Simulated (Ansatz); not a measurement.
# NaF: a single-point run

The task is a single-point run on NaF. The structure is shown as the input types it. The cell is built on a prototype (CsCl type) and needn't be the phase found in nature.

Method: density functional or hybrid calculation with the settings of its input, plane waves (as first typed), in Ansatz 0.2.0.

7 further runs of the same task are left out: 1 for a known fault of the program, 6 that didn't finish.

## 1. The system as given

The structure is cubic, space group Pm-3m (No. 221). The conventional cell has a = 2.793 Å, b = 2.793 Å, c = 2.793 Å, α = 90.00°, β = 90.00°, γ = 90.00°. Na (site symmetry m-3m) is surrounded by 8 F at 2.42 Å. F (site symmetry m-3m) has 8 Na at 2.42 Å as nearest neighbours.

Coordinates:

```xyz
2
Lattice="2.7935 0.0000 0.0000 0.0000 2.7935 0.0000 0.0000 0.0000 2.7935" Properties=species:S:1:pos:R:3 pbc="T T T"
Na    0.0000    0.0000    0.0000
F     1.3967    1.3967    1.3967
```

## 2. The run

Input file input.yaml:

```yaml
crystal:
  lattice:
    - [2.7934852186, 0.0, 0.0]
    - [0.0, 2.7934852186, 0.0]
    - [0.0, 0.0, 2.7934852186]
  atoms:
    - { symbol: Na, position: [0.0, 0.0, 0.0] }
    - { symbol: F, position: [0.5, 0.5, 0.5] }
kpoints:
  mp_grid: { grid: [1, 1, 1] }
hamiltonian:
  xc: pbe
scf:
  occupations: { method: fixed }
  n_extra_bands: 4
output:
  forces: true
  stress: true
  eigenvalues: true
```

The run is started by

```bash
$ ansatz run input.yaml --threads 4 --pin off --max-ram 3686MiB --backend cpu --events-out ev --progress --plain --runs-dir out
```

Q: Will this input give a usable result? If not, why, and what should change?

This run ends as converged. It gives a pressure of 50 GPa, which is large; a structure far from rest gives such values too, whatever the setting.

The suspect setting: kpoints.mp_grid.grid is [1, 1, 1]. One k-point can't sample the Brillouin zone of so small a cell.

The test: set kpoints.mp_grid.grid to [6, 6, 6].
